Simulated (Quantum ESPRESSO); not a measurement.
# Ga (Cmcm) in Quantum ESPRESSO: equation of state

Aim: energy against volume of Ga in PBE, for its equilibrium volume and stiffness.

All numbers are computed with Quantum ESPRESSO 7.5; they aren't measurements. Logs are shortened: lines on timing, memory, paths and dates and some standing lists are left out, and cuts for length are marked.

## Step 1: Starting point

Symmetry: Cmcm, No. 63, orthorhombic system. Conventional cell: a = 2.900 Å, b = 8.130 Å, c = 3.170 Å, α = 90.00°, β = 90.00°, γ = 90.00°. Ga (site symmetry m2m) has 8 Ga at 2.68 to 2.90 Å as nearest neighbours.

This isn't the form of Ga at room conditions, which is orthorhombic.

## Step 2: Single point, PBE, 17.56 Å³/atom

Contents of pw.in:

```
&CONTROL
  calculation = 'scf'
  prefix = 'pwscf'
  outdir = './tmp'
  pseudo_dir = './pseudo'
  tprnfor = .true.
  tstress = .true.
  disk_io = 'nowf'
/
&SYSTEM
  ibrav = 0
  nat = 2
  ntyp = 1
  ecutwfc = 70
  ecutrho = 560
  nbnd = 20
  occupations = 'smearing'
  smearing = 'fd'
  degauss = 0.00367493
/
&ELECTRONS
  conv_thr = 4d-10
  electron_maxstep = 120
  mixing_beta = 0.5
/
ATOMIC_SPECIES
Ga    69.7230 Ga.pbe-dn-kjpaw_psl.1.0.0.UPF
CELL_PARAMETERS angstrom
   1.4203998576   -3.9820175319    0.0000000000
   1.4203998576    3.9820175319    0.0000000000
   0.0000000000    0.0000000000    3.1052879646
ATOMIC_POSITIONS crystal
Ga     0.1330000000    0.8670000000    0.7500000000
Ga     0.8670000000    0.1330000000    0.2500000000
K_POINTS automatic
10 10 8 0 0 0
```

Potentials or basis: SSSP 1.3 efficiency PBE.

Launch:

```sh
$ OMP_NUM_THREADS=1 mpirun -n 2 pw.x -nk 2 -in pw.in > pw.out
```

pw.out:

```text
This program is part of the open-source Quantum ESPRESSO suite
     for quantum simulation of materials; please cite
         "P. Giannozzi et al., J. Phys.:Condens. Matter 21 395502 (2009);
         "P. Giannozzi et al., J. Phys.:Condens. Matter 29 465901 (2017);
         "P. Giannozzi et al., J. Chem. Phys. 152 154105 (2020);
     in publications or presentations arising from this work. More details at

     file Ga.pbe-dn-kjpaw_psl.1.0.0.UPF: wavefunction(s)  4S renormalized
     Message from routine setup:
     using ibrav=0 with symmetry is DISCOURAGED, use correct ibrav instead
[... 6 lines left out ...]
     --------------------
     sticks:   dense  smooth     PW     G-vecs:    dense   smooth      PW
     Sum        1805     907    299                52977    18773    3589

     Using Slab Decomposition

     bravais-lattice index     =            0
     lattice parameter (alat)  =       7.9893  a.u.
     unit-cell volume          =     237.0513 (a.u.)^3
     number of atoms/cell      =            2
     number of atomic types    =            1
     number of electrons       =        26.00
     number of Kohn-Sham states=           20
     kinetic-energy cutoff     =      70.0000  Ry
     charge density cutoff     =     560.0000  Ry
     scf convergence threshold =      4.0E-10
     mixing beta               =       0.5000
     number of iterations used =            8  plain     mixing
     Exchange-correlation= SLA  PW   PBX  PBC
                           (   1   4   3   4   0   0   0)

     celldm(1)=   7.989319  celldm(2)=   0.000000  celldm(3)=   0.000000
     celldm(4)=   0.000000  celldm(5)=   0.000000  celldm(6)=   0.000000

     crystal axes: (cart. coord. in units of alat)
               a(1) = (   0.335969  -0.941873   0.000000 )
               a(2) = (   0.335969   0.941873   0.000000 )
               a(3) = (   0.000000   0.000000   0.734499 )

     reciprocal axes: (cart. coord. in units 2 pi/alat)
               b(1) = (  1.488231 -0.530857  0.000000 )
               b(2) = (  1.488231  0.530857 -0.000000 )
               b(3) = ( -0.000000  0.000000  1.361473 )

     PseudoPot. # 1 for Ga read from file:
     Ga.pbe-dn-kjpaw_psl.1.0.0.UPF
     Pseudo is Projector augmented-wave + core cor, Zval = 13.0
     Generated using "atomic" code by A. Dal Corso  v.5.1
     Shape of augmentation charge: PSQ
     Using radial grid of 1205 points,  6 beta functions with:
                l(1) =   0
                l(2) =   0
                l(3) =   1
                l(4) =   1
                l(5) =   2
                l(6) =   2
     Q(r) pseudized with 0 coefficients

     atomic species   valence    mass     pseudopotential
     Ga               13.00    69.72300     Ga( 1.00)

      8 Sym. Ops., with inversion, found ( 4 have fractional translation)

   Cartesian axes

     site n.     atom                  positions (alat units)
         1        Ga     tau(   1) = (   0.3359694   0.6913347   0.5508740  )
         2        Ga     tau(   2) = (   0.3359694  -0.6913347   0.1836247  )

     number of k points=   155  Fermi-Dirac smearing, width (Ry)=  0.0037

     Number of k-points >= 100: set verbosity='high' to print them.

     Dense  grid:    52977 G-vectors     FFT dimensions: (  64,  64,  48)

     Smooth grid:    18773 G-vectors     FFT dimensions: (  45,  45,  32)

     Initial potential from superposition of free atoms

     starting charge      25.9941, renormalised to      26.0000
     Starting wfcs are   18 randomized atomic wfcs +    2 random wfcs
     Checking if some PAW data can be deallocated...

     Self-consistent Calculation

     iteration #  1     ecut=    70.00 Ry     beta= 0.50
     Davidson diagonalization with overlap
     ethr =  1.00E-02,  avg # of iterations =  6.9

     Threshold (ethr) on eigenvalues was too large:
     Diagonalizing with lowered threshold

     Davidson diagonalization with overlap
     ethr =  5.50E-05,  avg # of iterations = 10.8

     total energy              =    -555.84468323 Ry
     estimated scf accuracy    <       0.01534682 Ry

     iteration #  2     ecut=    70.00 Ry     beta= 0.50
     Davidson diagonalization with overlap
     ethr =  5.90E-05,  avg # of iterations =  1.5

     total energy              =    -555.84640213 Ry
     estimated scf accuracy    <       0.00191069 Ry

     iteration #  3     ecut=    70.00 Ry     beta= 0.50
     Davidson diagonalization with overlap
     c_bands:  1 eigenvalues not converged
     ethr =  7.35E-06,  avg # of iterations =  7.3

     total energy              =    -555.84922813 Ry
     estimated scf accuracy    <       0.00272353 Ry

     iteration #  4     ecut=    70.00 Ry     beta= 0.50
     Davidson diagonalization with overlap
     ethr =  7.35E-06,  avg # of iterations =  4.3

     total energy              =    -555.84696293 Ry
     estimated scf accuracy    <       0.01015053 Ry

     iteration #  5     ecut=    70.00 Ry     beta= 0.50
     Davidson diagonalization with overlap
     ethr =  7.35E-06,  avg # of iterations =  3.5

     total energy              =    -555.84757976 Ry
     estimated scf accuracy    <       0.00018730 Ry

     iteration #  6     ecut=    70.00 Ry     beta= 0.50
     Davidson diagonalization with overlap
     ethr =  7.20E-07,  avg # of iterations =  4.7

     total energy              =    -555.84771218 Ry
     estimated scf accuracy    <       0.00001759 Ry

     iteration #  7     ecut=    70.00 Ry     beta= 0.50
     Davidson diagonalization with overlap
     ethr =  6.76E-08,  avg # of iterations =  5.1

     total energy              =    -555.84771641 Ry
     estimated scf accuracy    <       0.00002094 Ry

     iteration #  8     ecut=    70.00 Ry     beta= 0.50
     Davidson diagonalization with overlap
     ethr =  6.76E-08,  avg # of iterations =  1.1

     total energy              =    -555.84771505 Ry
     estimated scf accuracy    <       0.00000839 Ry

     iteration #  9     ecut=    70.00 Ry     beta= 0.50
     Davidson diagonalization with overlap
     ethr =  3.23E-08,  avg # of iterations =  1.9

     total energy              =    -555.84771554 Ry
     estimated scf accuracy    <       0.00000142 Ry

     iteration # 10     ecut=    70.00 Ry     beta= 0.50
     Davidson diagonalization with overlap
     ethr =  5.46E-09,  avg # of iterations =  5.1

     total energy              =    -555.84771637 Ry
     estimated scf accuracy    <       0.00000001 Ry

     iteration # 11     ecut=    70.00 Ry     beta= 0.50
     Davidson diagonalization with overlap
     ethr =  5.24E-11,  avg # of iterations = 11.2

     total energy              =    -555.84771647 Ry
     estimated scf accuracy    <       0.00000007 Ry

     iteration # 12     ecut=    70.00 Ry     beta= 0.50
     Davidson diagonalization with overlap
     ethr =  5.24E-11,  avg # of iterations =  2.2

     total energy              =    -555.84771648 Ry
     estimated scf accuracy    <       0.00000001 Ry

     iteration # 13     ecut=    70.00 Ry     beta= 0.50
     Davidson diagonalization with overlap
     ethr =  4.74E-11,  avg # of iterations =  7.5

     total energy              =    -555.84771652 Ry
     estimated scf accuracy    <       0.00000025 Ry

     iteration # 14     ecut=    70.00 Ry     beta= 0.50
     Davidson diagonalization with overlap
     ethr =  4.74E-11,  avg # of iterations =  1.0

     total energy              =    -555.84771648 Ry
     estimated scf accuracy    <       0.00000022 Ry

     iteration # 15     ecut=    70.00 Ry     beta= 0.50
     Davidson diagonalization with overlap
     ethr =  4.74E-11,  avg # of iterations =  2.2

     total energy              =    -555.84771646 Ry
     estimated scf accuracy    <       0.00000011 Ry

     iteration # 16     ecut=    70.00 Ry     beta= 0.50
     Davidson diagonalization with overlap
     ethr =  4.74E-11,  avg # of iterations =  5.6

     total energy              =    -555.84771647 Ry
     estimated scf accuracy    <          4.4E-10 Ry

     iteration # 17     ecut=    70.00 Ry     beta= 0.50
     Davidson diagonalization with overlap
     c_bands:  1 eigenvalues not converged
     ethr =  1.71E-12,  avg # of iterations =  7.8

     total energy              =    -555.84771647 Ry
     estimated scf accuracy    <          7.0E-10 Ry

     iteration # 18     ecut=    70.00 Ry     beta= 0.50
     Davidson diagonalization with overlap
     c_bands:  1 eigenvalues not converged
     ethr =  1.71E-12,  avg # of iterations =  2.4

     End of self-consistent calculation

     Number of k-points >= 100: set verbosity='high' to print the bands.

     the Fermi energy is    10.8123 ev

!    total energy              =    -555.84771647 Ry
     total all-electron energy =     -7776.177037 Ry
     estimated scf accuracy    <          2.3E-12 Ry
     smearing contrib. (-TS)   =      -0.00023705 Ry
     internal energy E=F+TS    =    -555.84747942 Ry

     The total energy is F=E-TS. E is the sum of the following terms:
     one-electron contribution =    -179.02020054 Ry
     hartree contribution      =     118.66273102 Ry
     xc contribution           =     -76.34594025 Ry
     ewald contribution        =    -196.79883917 Ry
     one-center paw contrib.   =    -222.34523049 Ry

     convergence has been achieved in  18 iterations

     Forces acting on atoms (cartesian axes, Ry/au):

     atom    1 type  1   force =     0.00000000   -0.00914538    0.00000000
     atom    2 type  1   force =    -0.00000000    0.00914538    0.00000000

     Total force =     0.012934     Total SCF correction =     0.000000

     Computing stress (Cartesian axis) and pressure

          total   stress  (Ry/bohr**3)                   (kbar)     P=       53.28
   0.00018249  -0.00000000   0.00000000           26.84       -0.00        0.00
  -0.00000000   0.00043242   0.00000000           -0.00       63.61        0.00
   0.00000000   0.00000000   0.00047162            0.00        0.00       69.38

=------------------------------------------------------------------------------=
   JOB DONE.
=------------------------------------------------------------------------------=
```

It took 2.3 min on 2 MPI ranks of Intel Xeon Platinum 8488C (Sapphire Rapids), shared host; peak memory 0.42 GiB.

What came out:

```
Free energy            : -7562.6935 eV
Pressure               : 5.3 GPa
Largest force          : 0.235 eV/Å
Band gap on the k mesh : none (metal or under the smearing width)
```

## Step 3: Single point, PBE, 17.94 Å³/atom

pw.in, as its differences from that of step 2:

```diff
@@ -28,5 +28,5 @@
 CELL_PARAMETERS angstrom
-   1.4203998576   -3.9820175319    0.0000000000
-   1.4203998576    3.9820175319    0.0000000000
-   0.0000000000    0.0000000000    3.1052879646
+   1.4304030031   -4.0100608329    0.0000000000
+   1.4304030031    4.0100608329    0.0000000000
+   0.0000000000    0.0000000000    3.1271569103
 ATOMIC_POSITIONS crystal
```

Potentials or basis: SSSP 1.3 efficiency PBE.

Launch:

```sh
$ OMP_NUM_THREADS=1 mpirun -n 2 pw.x -nk 2 -in pw.in > pw.out
```

Run time: 1.9 min. Hardware: 2 MPI ranks of Intel Xeon Platinum 8488C (Sapphire Rapids), shared host; peak memory 0.42 GiB.

Results (log left out):

```yaml
Free_energy: -7562.7158 eV
Pressure: 3.8 GPa
Largest_force: 0.226 eV/Å
Band_gap_on_the_k_mesh: none (metal or under the smearing width)
```

## Step 4: Single point, PBE, 18.31 Å³/atom

pw.in, as its differences from that of step 3:

```diff
@@ -28,5 +28,5 @@
 CELL_PARAMETERS angstrom
-   1.4304030031   -4.0100608329    0.0000000000
-   1.4304030031    4.0100608329    0.0000000000
-   0.0000000000    0.0000000000    3.1271569103
+   1.4402681631   -4.0377172988    0.0000000000
+   1.4402681631    4.0377172988    0.0000000000
+   0.0000000000    0.0000000000    3.1487241912
 ATOMIC_POSITIONS crystal
```

Launch:

```sh
$ OMP_NUM_THREADS=1 mpirun -n 2 pw.x -nk 2 -in pw.in > pw.out
```

Wall time 2.3 min (2 MPI ranks of Intel Xeon Platinum 8488C (Sapphire Rapids), shared host); peak memory 0.44 GiB.

It converged, with:

```yaml
Free_energy: -7562.7315 eV
Pressure: 2.5 GPa
Largest_force: 0.219 eV/Å
Band_gap_on_the_k_mesh: none (metal or under the smearing width)
```

## Step 5: Single point, PBE, 18.68 Å³/atom

pw.in, as its differences from that of step 4:

```diff
@@ -28,5 +28,5 @@
 CELL_PARAMETERS angstrom
-   1.4402681631   -4.0377172988    0.0000000000
-   1.4402681631    4.0377172988    0.0000000000
-   0.0000000000    0.0000000000    3.1487241912
+   1.4500000000   -4.0650000000    0.0000000000
+   1.4500000000    4.0650000000    0.0000000000
+   0.0000000000    0.0000000000    3.1700000000
 ATOMIC_POSITIONS crystal
```

Launch:

```sh
$ OMP_NUM_THREADS=1 mpirun -n 2 pw.x -nk 2 -in pw.in > pw.out
```

Run time: 2.2 min. Hardware: 2 MPI ranks of Intel Xeon Platinum 8488C (Sapphire Rapids), shared host; peak memory 0.46 GiB.

It converged, with:

* Free energy: -7562.7411 eV
* Pressure: 1.3 GPa
* Largest force: 0.212 eV/Å
* Band gap on the k mesh: none (metal or under the smearing width)

## Step 6: Single point, PBE, 19.06 Å³/atom

pw.in, as its differences from that of step 5:

```diff
@@ -28,5 +28,5 @@
 CELL_PARAMETERS angstrom
-   1.4500000000   -4.0650000000    0.0000000000
-   1.4500000000    4.0650000000    0.0000000000
-   0.0000000000    0.0000000000    3.1700000000
+   1.4596029289   -4.0919213144    0.0000000000
+   1.4596029289    4.0919213144    0.0000000000
+   0.0000000000    0.0000000000    3.1909939893
 ATOMIC_POSITIONS crystal
```

Potentials or basis: SSSP 1.3 efficiency PBE.

Launch:

```sh
$ OMP_NUM_THREADS=1 mpirun -n 2 pw.x -nk 2 -in pw.in > pw.out
```

It took 2.2 min on 2 MPI ranks of Intel Xeon Platinum 8488C (Sapphire Rapids), shared host; peak memory 0.44 GiB.

It converged, with:

```
Free energy            : -7562.7455 eV
Pressure               : 0.2 GPa
Largest force          : 0.204 eV/Å
Band gap on the k mesh : none (metal or under the smearing width)
```

## Step 7: Single point, PBE, 19.43 Å³/atom

pw.in, as its differences from that of step 6:

```diff
@@ -28,5 +28,5 @@
 CELL_PARAMETERS angstrom
-   1.4596029289   -4.0919213144    0.0000000000
-   1.4596029289    4.0919213144    0.0000000000
-   0.0000000000    0.0000000000    3.1909939893
+   1.4690811355   -4.1184929765    0.0000000000
+   1.4690811355    4.1184929765    0.0000000000
+   0.0000000000    0.0000000000    3.2117153101
 ATOMIC_POSITIONS crystal
```

Launch:

```sh
$ OMP_NUM_THREADS=1 mpirun -n 2 pw.x -nk 2 -in pw.in > pw.out
```

Wall time 2.9 min (2 MPI ranks of Intel Xeon Platinum 8488C (Sapphire Rapids), shared host); peak memory 0.44 GiB.

The run converged. Its results:

```yaml
Free_energy: -7562.7451 eV
Pressure: -0.7 GPa
Largest_force: 0.197 eV/Å
Band_gap_on_the_k_mesh: none (metal or under the smearing width)
```

## Step 8: Single point, PBE, 19.81 Å³/atom

pw.in, as its differences from that of step 7:

```diff
@@ -28,5 +28,5 @@
 CELL_PARAMETERS angstrom
-   1.4690811355   -4.1184929765    0.0000000000
-   1.4690811355    4.1184929765    0.0000000000
-   0.0000000000    0.0000000000    3.2117153101
+   1.4784385925   -4.1447261231    0.0000000000
+   1.4784385925    4.1447261231    0.0000000000
+   0.0000000000    0.0000000000    3.2321726471
 ATOMIC_POSITIONS crystal
```

Launch:

```sh
$ OMP_NUM_THREADS=1 mpirun -n 2 pw.x -nk 2 -in pw.in > pw.out
```

Run time: 3.3 min. Hardware: 2 MPI ranks of Intel Xeon Platinum 8488C (Sapphire Rapids), shared host; peak memory 0.46 GiB.

Results (log left out):

* Free energy: -7562.7406 eV
* Pressure: -1.6 GPa
* Largest force: 0.188 eV/Å
* Band gap on the k mesh: none (metal or under the smearing width)

## Step 9: Equation of state, PBE

Potentials or basis: SSSP 1.3 efficiency PBE.

This step only gathers the single runs of the series.

Results:

- Equilibrium volume: 19.21 Å³/atom
- Bulk modulus at fixed shape and positions: 49 GPa
- Pressure derivative of the bulk modulus: 5.2

Energy against volume, from the lowest point:
```tsv
volume (Å³/atom)	energy (meV/atom)
17.564	26.01
17.937	14.82
18.311	6.99
18.685	2.17
19.058	0.00
19.432	0.19
19.806	2.44
```

Caveat: the cell was scaled at fixed shape and fractional positions, which overstates the stiffness of a crystal with free parameters, most of all of layers and chains.
